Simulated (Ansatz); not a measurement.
## diamond against fcc along group 15

The calculation used DFT, PBE, plane waves (420 eV) with PAW, scalar-relativistic in Ansatz.

Each structure is relaxed within its symmetry, in the lowest magnetic state of the tried starts. Differences under about 8 meV lie within the error of the k-point mesh.

```
element  E(diamond) − E(fcc) (meV/atom)  V(diamond) (Å³/atom)  V(fcc) (Å³/atom)   state of diamond       state of fcc
      P                            -300                 20.55             14.55  spin not included  spin not included
     As                            -229                 28.60             19.34  spin not included  spin not included
     Sb                             -16                 42.82             27.44  spin not included  spin not included
     Bi                               7                 48.51             31.85  spin not included  spin not included
```
